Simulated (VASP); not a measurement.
# C (Fd-3m) in VASP: a series of runs

The runs below take C through relaxation of cell and atoms, with LDA.

All numbers are computed with VASP 6.6.1; they aren't measurements. Logs are shortened: lines on timing, memory, paths and dates and some standing lists are left out, and cuts for length are marked.

## (1) The crystal as given

It takes space group Fd-3m (No. 227, cubic). Conventional cell: a = 3.567 Å, b = 3.567 Å, c = 3.567 Å, α = 90.00°, β = 90.00°, γ = 90.00°. C (site symmetry -43m) has 4 C at 1.54 Å as nearest neighbours.

This isn't the form of C at room conditions, which is graphite.

## (2) Relaxation of cell and atoms, LDA

INCAR

```
SYSTEM = C
  ALGO = Normal
  EDIFF = 1E-7
  EDIFFG = -0.002
  ENCUT = 520
  IBRION = 2
  ISIF = 3
  ISMEAR = 0
  LASPH = .TRUE.
  LCHARG = .FALSE.
  LREAL = .FALSE.
  LWAVE = .FALSE.
  NELM = 100
  NSW = 80
  PREC = Accurate
  SIGMA = 0.02
```

KPOINTS

```
k-points
0
G
  14 14 14
  0 0 0
```

POSCAR

```
C
1.0
    0.0000000000      1.7833700000      1.7833700000
    1.7833700000      0.0000000000      1.7833700000
    1.7833700000      1.7833700000      0.0000000000
C
2
Direct
    0.0000000000      0.0000000000      0.0000000000
    0.2500000000      0.2500000000      0.2500000000
```

Potentials or basis: VASP PAW LDA potentials, release 64 (C).

Started as:

```
cat potpaw_LDA.64/C/POTCAR > POTCAR
mpirun -np 1 vasp_std > vasp.out
```

OUTCAR:

```text
SYSTEM = C
   EDIFF = 1E-7
   EDIFFG = -0.002
   ENCUT = 520
   IBRION = 2
   ISIF = 3
   ISMEAR = 0
   LASPH = .TRUE.
   LREAL = .FALSE.
   NELM = 100
   NSW = 80
   PREC = Accurate

 ion  position               nearest neighbor table
   1  0.000  0.000  0.000-   2 1.54   2 1.54   2 1.54   2 1.54
   2  0.250  0.250  0.250-   1 1.54   1 1.54   1 1.54   1 1.54

  LATTYP: Found a face centered cubic cell.
 ALAT       =     3.5667400000

  Lattice vectors:

 A1 = (   0.0000000000,   1.7833700000,   1.7833700000)
 A2 = (   1.7833700000,   0.0000000000,   1.7833700000)
 A3 = (   1.7833700000,   1.7833700000,   0.0000000000)

Analysis of symmetry for initial positions (statically):
=====================================================================
 Subroutine PRICEL returns:
 Original cell was already a primitive cell.

 Routine SETGRP: Setting up the symmetry group for a
 face centered cubic supercell.

 Subroutine GETGRP returns: Found 48 space group operations
 (whereof 24 operations were pure point group operations)
 out of a pool of 48 trial point group operations.

The static configuration has the point symmetry T_d .
 The point group associated with its full space group is O_h .

Analysis of symmetry for dynamics (positions and initial velocities):
=====================================================================
 Subroutine PRICEL returns:
 Original cell was already a primitive cell.

 Routine SETGRP: Setting up the symmetry group for a
 face centered cubic supercell.

 Subroutine GETGRP returns: Found 48 space group operations
 (whereof 24 operations were pure point group operations)
 out of a pool of 48 trial point group operations.

The dynamic configuration has the point symmetry T_d .
 The point group associated with its full space group is O_h .

 Subroutine INISYM returns: Found 48 space group operations
 (whereof 24 operations are pure point group operations),
 and found     1 'primitive' translations

----------------------------------------------------------------------------------------

                                     Primitive cell

  volume of cell :      11.3437

  direct lattice vectors                    reciprocal lattice vectors
     0.000000000  1.783370000  1.783370000    -0.280368067  0.280368067  0.280368067
     1.783370000  0.000000000  1.783370000     0.280368067 -0.280368067  0.280368067
     1.783370000  1.783370000  0.000000000     0.280368067  0.280368067 -0.280368067

  length of vectors
     2.522066041  2.522066041  2.522066041     0.485611737  0.485611737  0.485611737

  position of ions in fractional coordinates (direct lattice)
     0.000000000  0.000000000  0.000000000
     0.250000000  0.250000000  0.250000000

  ion indices of the primitive-cell ions
   primitive index   ion index
                 1           1
                 2           2

----------------------------------------------------------------------------------------

 KPOINTS: k-points

Automatic generation of k-mesh.
 Grid dimensions read from file:
 generate k-points for:   14   14   14

 Generating k-lattice:

  Cartesian coordinates                     Fractional coordinates (reciprocal lattice)
    -0.020026291  0.020026291  0.020026291     0.071428571  0.000000000  0.000000000
     0.020026291 -0.020026291  0.020026291     0.000000000  0.071428571  0.000000000
     0.020026291  0.020026291 -0.020026291     0.000000000  0.000000000  0.071428571

  Length of vectors
     0.034686553  0.034686553  0.034686553

  Shift w.r.t. Gamma in fractional coordinates (k-lattice)
     0.000000000  0.000000000  0.000000000

 Subroutine IBZKPT returns following result:
 ===========================================

 Found    104 irreducible k-points:

 Following reciprocal coordinates:
            Coordinates               Weight
  0.000000  0.000000  0.000000      1.000000
  0.071429  0.000000  0.000000      8.000000
  0.142857  0.000000  0.000000      8.000000
  0.214286  0.000000  0.000000      8.000000
  0.285714  0.000000  0.000000      8.000000
  0.357143  0.000000  0.000000      8.000000
[... 16 lines left out ...]
  0.214286  0.142857  0.000000     24.000000
  0.285714  0.142857  0.000000     24.000000
 [... further k-points ...]
   k-points           NKPTS =    104   k-points in BZ     NKDIM =    104   number of bands    NBANDS=      8
   number of dos      NEDOS =    301   number of ions     NIONS =      2
   total plane-waves  NPLWV =   8000
   dimension x,y,z NGX =    20 NGY =   20 NGZ =   20
   dimension x,y,z NGXF=    40 NGYF=   40 NGZF=   40
   ions per type =               2
   NGX,Y,Z   is equivalent  to a cutoff of  13.18, 13.18, 13.18 a.u.
   NGXF,Y,Z  is equivalent  to a cutoff of  26.37, 26.37, 26.37 a.u.
 SYSTEM =  C
   PREC   = accura    normal or accurate (medium, high low for compatibility)
   ISTART =      0    job   : 0-new  1-cont  2-samecut
   ICHARG =      2    charge: 1-file 2-atom 10-const
   ISPIN  =      1    spin polarized calculation?
   LNONCOLLINEAR =      F non collinear calculations
   LSORBIT =      F    spin-orbit coupling
   LASPH  =      T    aspherical Exc in radial PAW
   ENCUT  =  520.0 eV  38.22 Ry    6.18 a.u.   4.69  4.69  4.69*2*pi/ulx,y,z
   NELM   =    100;   NELMIN=  2; NELMDL= -5     # of ELM steps
   EDIFF  = 0.1E-06   stopping-criterion for ELM
   LREAL  =      F    real-space projection
   EDIFFG = -.2E-02   stopping-criterion for IOM
   NSW    =     80    number of steps for IOM
   IBRION =      2    ionic relax: 0-MD 1-quasi-New 2-CG
   NFREE  =      1    steps in history (QN), initial steepest desc. (CG)
   ISIF   =      3    stress and relaxation
   ISYM   =      2    0-nonsym 1-usesym 2-fastsym
   POTIM  = 0.5000    time-step for ionic-motion
   TEBEG  =    0.0;   TEEND  =   0.0 temperature during run
   PSTRESS=    0.0 pullay stress
   NELECT =       8.0000    total number of electrons
   NUPDOWN=      -1.0000    fix difference up-down
   EMIN   =  10.00;   EMAX   =-10.00  energy-range for DOS
   EFERMI =   0.00;   METHOD = LEGACY
   ISMEAR =     0;   SIGMA  =   0.02  broadening in eV -4-tet -1-fermi 0-gaus
   EFERMI_NEDOS =   21; number of points for ismear=-14 and -15
   IALGO  =     38    algorithm
   IMIX   =      4    mixing-type and parameters
     AMIX     =   0.40;   BMIX     =  1.00
     AMIX_MAG =   1.60;   BMIX_MAG =  1.00
  volume/ion in A,a.u.               =       5.67        38.28
  Fermi-wavevector in a.u.,A,eV,Ry     =   1.457203  2.753714 28.891161  2.123440
  Thomas-Fermi vector in A             =   2.574032
   LORBIT       =      0    0 simple, 1 ext, 2 COOP (PROOUT), +10 PAW based schemes
   GGA     = CA    functional components
   LHFCALC =     F    Hartree Fock is set to
   AEXX    =    0.0000 exact exchange contribution
   IVDW    =     0    specifies the selected vdW correction
   LEPSILON=     F    determine dielectric tensor
   LRPA    =     F    only Hartree local field effects (RPA)
 conjugate gradient relaxation of ions
 non-spin polarized calculation
 Gauss-broadening in eV      SIGMA  =   0.02
  energy-cutoff  :      520.00
  volume of cell :       11.34
 maximum number of plane-waves:       316
   NGX =  9   NGY =  9   NGZ =  9

--------------------------------------- Ionic step        1  -------------------------------------------

 number of electron       7.9999999 magnetization

 Free energy of the ion-electron system (eV)
  ---------------------------------------------------
  ext. energy  EPLUGINS =         0.00000000
  ---------------------------------------------------
  free energy    TOTEN  =       -20.23527403 eV

  energy without entropy =      -20.23527403  energy(sigma->0) =      -20.23527403

 E-fermi :   9.8914     XC(G=0): -13.4996

 val. band max:        9.7238089945   @ k =   0.0000   0.0000   0.0000
 cond. band min:      13.8215971773   @ k =   0.3571   0.3571   0.0000
 fundamental gap:      4.0977881828
 Fermi energy:         9.8914009049

 k-point     1 :       0.0000    0.0000    0.0000
  band No.  band energies     occupation
      1     -11.5949      2.00000
      2       9.7238      2.00000
      3       9.7238      2.00000
      4       9.7238      2.00000
      5      15.2662      0.00000
      6      15.2662      0.00000
      7      15.2662      0.00000
      8      23.2804      0.00000
[... 243 lines left out ...]
 k-point    24 :       0.2857    0.1429    0.0000
  band No.  band energies     occupation
      1      -9.5440      2.00000
      2       3.7647      2.00000
      3       6.4113      2.00000
      4       7.1676      2.00000
      5      15.5975      0.00000
      6      19.6683      0.00000
      7      19.7116      0.00000
      8      22.0506      0.00000

 [... further k-points ...]

------------------------ aborting loop because EDIFF is reached ----------------------------------------

  FORCE on cell =-STRESS in cart. coord.  units (eV):
  Direction    XX          YY          ZZ          XY          YZ          ZX
  --------------------------------------------------------------------------------------
  -------------------------------------------------------------------------------------
  Total       -0.8237141     -0.8237141     -0.8237141      0.0000000      0.0000000     -0.0000000
  in kB     -116.3409739   -116.3409739   -116.3409739      0.0000000      0.0000000     -0.0000000
  external PRESSURE =    -116.3409739 kB  Pullay stress =       0.0000000 kB
[... 165 lines left out ...]
  energy  without entropy=      -20.2461917971  energy(sigma->0) =      -20.24619180

--------------------------------------- Ionic step        6  -------------------------------------------

 number of electron       7.9999998 magnetization

 Free energy of the ion-electron system (eV)
  ---------------------------------------------------
  ext. energy  EPLUGINS =         0.00000000
  ---------------------------------------------------
  free energy    TOTEN  =       -20.24619355 eV

  energy without entropy =      -20.24619355  energy(sigma->0) =      -20.24619355

 E-fermi :  10.2120     XC(G=0): -13.6274

 val. band max:       10.1126202688   @ k =   0.0000   0.0000   0.0000
 cond. band min:      14.2748679789   @ k =   0.3571   0.3571   0.0000
 fundamental gap:      4.1622477101
 Fermi energy:        10.2119957652

 k-point     1 :       0.0000    0.0000    0.0000
  band No.  band energies     occupation
      1     -11.5600      2.00000
      2      10.1126      2.00000
      3      10.1126      2.00000
      4      10.1126      2.00000
      5      15.7294      0.00000
      6      15.7294      0.00000
      7      15.7294      0.00000
      8      24.2755      0.00000
[... 243 lines left out ...]
 k-point    24 :       0.2857    0.1429    0.0000
  band No.  band energies     occupation
      1      -9.4717      2.00000
      2       4.0425      2.00000
      3       6.7109      2.00000
      4       7.5167      2.00000
      5      16.0822      0.00000
      6      20.2931      0.00000
      7      20.2947      0.00000
      8      22.7031      0.00000

 [... further k-points ...]

------------------------ aborting loop because EDIFF is reached ----------------------------------------

  FORCE on cell =-STRESS in cart. coord.  units (eV):
  Direction    XX          YY          ZZ          XY          YZ          ZX
  --------------------------------------------------------------------------------------
  -------------------------------------------------------------------------------------
  Total        0.0000275      0.0000275      0.0000275     -0.0000000      0.0000000      0.0000000
  in kB        0.0039828      0.0039828      0.0039828     -0.0000000      0.0000000      0.0000000
  external PRESSURE =       0.0039828 kB  Pullay stress =       0.0000000 kB
[... 17 lines left out ...]
  FREE ENERGIE OF THE ION-ELECTRON SYSTEM (eV)
  ---------------------------------------------------
  free  energy   TOTEN  =       -20.2461935521 eV

  energy  without entropy=      -20.2461935521  energy(sigma->0) =      -20.24619355

 reached required accuracy - stopping structural energy minimisation
```

It took 20 s on 1 thread of AMD EPYC 7R13 (Zen 3), shared host; peak memory 0.08 GiB.

Results:

```yaml
Free_energy: -20.2462 eV
Relaxed_volume: 5.52 Å³/atom
Relaxed_cell: a = 2.500 Å, b = 2.500 Å, c = 2.500 Å, α = 60.00°, β = 60.00°, γ = 60.00°
Space_group_after_relaxing_to_0.05_Å: Fd-3m (No. 227)
Energy_gained_by_relaxing: 5.5 meV/atom
Ionic_steps: 6
Pressure_after_relaxing: 0.0 GPa
Band_gap_on_the_k_mesh: 4.16 eV, indirect (least direct gap 5.62 eV)
```

Step by step:
```
step  energy change (eV)  largest force (eV/Å)  pressure (GPa)  volume (Å³)
   1              0.0000                0.0000          -11.63        11.34
   2              0.0077                0.0000           16.68        10.68
   3             -0.0109                0.0000           -0.10        11.05
   4             -0.0109                0.0000            0.15        11.05
   5             -0.0109                0.0000           -0.16        11.05
   6             -0.0109                0.0000            0.00        11.05
```

Final structure:
```cif
data_structure
_symmetry_space_group_name_H-M 'P 1'
_symmetry_Int_Tables_number 1
_cell_length_a 2.5000
_cell_length_b 2.5000
_cell_length_c 2.5000
_cell_angle_alpha 60.000
_cell_angle_beta 60.000
_cell_angle_gamma 60.000
_cell_volume 11.05
loop_
_atom_site_label
_atom_site_type_symbol
_atom_site_fract_x
_atom_site_fract_y
_atom_site_fract_z
_atom_site_occupancy
C1 C 0.00000 0.00000 0.00000 1
C2 C 0.25000 0.25000 0.25000 1
```

## (3) Relaxation of cell and atoms, LDA

This run uses another cell than the first one, of 5.52 Å³/atom, 0.974 times its volume.

INCAR is that of step 2.

KPOINTS is that of step 2.

POSCAR

```
C                                       
1.0
    0.0000000000      1.7677863502      1.7677863502
    1.7677863502      0.0000000000      1.7677863502
    1.7677863502      1.7677863502      0.0000000000
  C             
     2
Direct
     1.0000000000000000    1.0000000000000000    1.0000000000000000
     0.2500000000000000    0.2500000000000000    0.2500000000000000
```

Potentials or basis: VASP PAW LDA potentials, release 64 (C).

Started as:

```
cat potpaw_LDA.64/C/POTCAR > POTCAR
mpirun -np 1 vasp_std > vasp.out
```

Run time: 11 s. Hardware: 1 thread of AMD EPYC 7R13 (Zen 3), shared host; peak memory 0.08 GiB.

Results (log left out):

```yaml
Free_energy: -20.2455 eV
Relaxed_volume: 5.53 Å³/atom
Relaxed_cell: a = 2.500 Å, b = 2.500 Å, c = 2.500 Å, α = 60.00°, β = 60.00°, γ = 60.00°
Space_group_after_relaxing_to_0.05_Å: Fd-3m (No. 227)
Energy_gained_by_relaxing: 0.0 meV/atom
Ionic_steps: 3
Pressure_after_relaxing: 0.0 GPa
Band_gap_on_the_k_mesh: 4.16 eV, indirect (least direct gap 5.62 eV)
```

Final structure:
```cif
data_structure
_symmetry_space_group_name_H-M 'P 1'
_symmetry_Int_Tables_number 1
_cell_length_a 2.5002
_cell_length_b 2.5002
_cell_length_c 2.5002
_cell_angle_alpha 60.000
_cell_angle_beta 60.000
_cell_angle_gamma 60.000
_cell_volume 11.05
loop_
_atom_site_label
_atom_site_type_symbol
_atom_site_fract_x
_atom_site_fract_y
_atom_site_fract_z
_atom_site_occupancy
C1 C 0.00000 0.00000 0.00000 1
C2 C 0.25000 0.25000 0.25000 1
```

Levels at points of the mesh, in eV from the valence-band top:
```csv
k point,band 1,band 2,band 3,band 4,band 5,band 6,band 7,band 8
"(0.00, 0.00, 0.00)",-21.67,0.00,0.00,0.00,5.62,5.62,5.62,14.16
"(0.50, 0.00, 0.00)",-15.68,-13.65,-2.86,-2.86,8.49,8.49,9.37,15.64
"(0.50, 0.50, 0.00)",-12.79,-12.79,-6.45,-6.45,4.76,4.76,17.03,17.03
```

A k mesh can miss the band edges. As with any semilocal functional, this LDA gap is likely too small.
